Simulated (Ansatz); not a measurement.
The system is Nb.

```xyz
1
Lattice="-1.6640 1.6640 1.6640 1.6640 -1.6640 1.6640 1.6640 1.6640 -1.6640" Properties=species:S:1:pos:R:3 pbc="T T T"
Nb    0.0000    0.0000    0.0000
```

- Program: Ansatz 0.2.0
- Task: single point
- Functional: PBE
- Potentials or basis: all-electron LAPW, scalar-relativistic
- Cutoff: 217 eV (chosen from the basis error)
- Basis error allowed: 0.001 eV/atom
- k mesh: 11 × 11 × 11
- Occupations: fermi-dirac, width 0.05 eV
- Spin: no spin polarisation

On this cell: pressure -2.0 GPa; band gap on the k mesh none (metal or under the smearing width).

The same run follows on a disturbed copy (cell strained at random at fixed volume):

```
Nb
1.0
    -1.65481    1.66189    1.66310
     1.61189   -1.66978    1.62806
     1.70285    1.71781   -1.67098
Nb
1
Direct
  0.99711 0.99235 0.00528
```

Task: What does the disturbed cell give?

Result: The energy (extrapolated to zero smearing) moves by +3.4 meV/atom; pressure -2.1 GPa; band gap on the k mesh none (metal or under the smearing width).

Stress tensor (GPa, compression positive):
```
-1.71 -0.68  0.41
-0.68 -3.55  0.20
 0.41  0.20 -1.05
```
